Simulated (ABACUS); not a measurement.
Input of an ABACUS 3.10.1 run:

The input INPUT:

```
INPUT_PARAMETERS
suffix              CsPbCl3
calculation         scf
basis_type          lcao
pseudo_dir          ./
orbital_dir         ./
latname             sc
symmetry            0
dft_functional      pbe
ecutwfc             100
pseudo_rcut         7
nspin               4
nbands              66
ks_solver           genelpa
smearing_method     fd
smearing_sigma      0.00367493
scf_thr             1e-07
scf_nmax            100
mixing_type         broyden
mixing_beta         0.4
cal_force           1
cal_stress          1
noncolin            0
lspinorb            1
out_mul             1
out_chg             1
```

STRU

```
ATOMIC_SPECIES
Pb 207.2000 Pb.upf
Cs 132.9055 Cs.upf
Cl 35.4500 Cl.upf

NUMERICAL_ORBITAL
Pb_confined-atom_8au_2s2p2d.orb
Cs_confined-atom_10au_3s2p2d.orb
Cl_confined-atom_7au_2s2p1d.orb

LATTICE_CONSTANT
10.5919149285

ATOMIC_POSITIONS
Direct

Pb
0.0
1
0.5000000000 0.5000000000 0.5000000000 1 1 1

Cs
0.0
1
0.0000000000 0.0000000000 0.0000000000 1 1 1

Cl
0.0
3
0.5000000000 0.0000000000 0.5000000000 1 1 1
0.0000000000 0.5000000000 0.5000000000 1 1 1
0.5000000000 0.5000000000 0.0000000000 1 1 1
```

KPT

```
K_POINTS
0
Gamma
3 3 3 0 0 0
```

Potentials or basis: PseudoDojo NC FR 0.4 PBE standard, DZP LCAO (the cutoffs set its grid).

Run with:

```bash
$ OMP_NUM_THREADS=1 mpirun -np 4 abacus > log
```

**Question.** Estimate the pressure.

**Answer.** 1.9 GPa.

**Question.** Predict the Mulliken charges.

**Answer.** Pb +0.81; Cs +0.77; Cl -0.53 e.

**Question.** What does it give for the band gap on the k mesh?

**Answer.** 3.44 eV, direct.

Caveat: the atomic orbitals were generated for these runs and aren't a published set; an odd mesh through Γ misses points on the zone boundary, where band edges often lie; the basis of atomic orbitals isn't converged, which shifts pressures, moduli and gaps. A hybrid or GW would open this gap; PBE tends to underestimate it.
